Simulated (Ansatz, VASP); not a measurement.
One calculation of SnO, two programs

Contents of POSCAR:

```
SnO
1.0
    0.0000000000      2.7082147176      2.7082147176
    2.7082147176      0.0000000000      2.7082147176
    2.7082147176      2.7082147176      0.0000000000
Sn O
1 1
Direct
    0.0000000000      0.0000000000      0.0000000000
    0.2500000000      0.2500000000      0.2500000000
```

The input INCAR.step1:

```
SYSTEM = SnO
PREC = Accurate ; ENCUT = 520
EDIFF = 1E-5 ; ISMEAR = -1
SIGMA = 0.02 ; LREAL = .False.
LASPH = .True. ; NELM = 80
ALGO = Normal ; ISIF = 2
LWAVE = .True. ; LCHARG = .False.
GGA = PE ; NBANDS = 17
```

The input INCAR.step2:

```
SYSTEM = SnO
PREC = Accurate ; ENCUT = 520
EDIFF = 1E-7 ; ISMEAR = -1
SIGMA = 0.02 ; LREAL = .False.
LASPH = .True. ; NELM = 80
ALGO = Normal ; ISIF = 2
LWAVE = .False. ; LCHARG = .False.
GGA = PE ; LHFCALC = .True.
HFSCREEN = 0.2079 ; PRECFOCK = Normal
ISTART = 1 ; NBANDS = 17
```

File KPOINTS:

```
Automatic mesh
0
Gamma
  4 4 4
  0 0 0
```

Input for Ansatz:

```yaml
crystal:
  lattice:
    - [0.0, 2.7082147176, 2.7082147176]
    - [2.7082147176, 0.0, 2.7082147176]
    - [2.7082147176, 2.7082147176, 0.0]
  atoms:
    - { symbol: Sn, position: [0.0, 0.0, 0.0] }
    - { symbol: O, position: [0.25, 0.25, 0.25] }
kpoints:
  mp_grid: { grid: [4, 4, 4] }
hamiltonian:
  xc: hse06
scf:
  occupations: { method: fermi_dirac, width: 0.02 }
  n_extra_bands: 4
output:
  forces: true
  stress: true
  eigenvalues: true
```

The cell was built by a generator and needn't be a form met in nature.

Alike in both runs: task single point; functional HSE06; k mesh 4 × 4 × 4; occupations fermi-dirac, width 0.02 eV; no spin polarisation.

|  | VASP | Ansatz |
| --- | --- | --- |
| version | VASP 6.6.1 | Ansatz 0.2.0 |
| potentials or method | VASP PAW PBE potentials, release 64 (Sn_d, O) | plane waves, PAW |
| plane-wave cutoff (eV) | 520 | 420 |
| valence electrons in the cell | 20 | 20 |

|  | VASP | Ansatz | Ansatz less VASP |
| --- | --- | --- | --- |
| pressure (GPa) | -0.7 | -0.8 | -0.11 |

Ansatz warned: «filled_band_counts_differ_across_k_points».

Caveats: the k mesh is coarse (spacing up to 0.50 Å⁻¹), so the values aren't converged, least of all with exact exchange; the PAW data sets were made with another functional, which shifts forces and pressure a little (VASP).
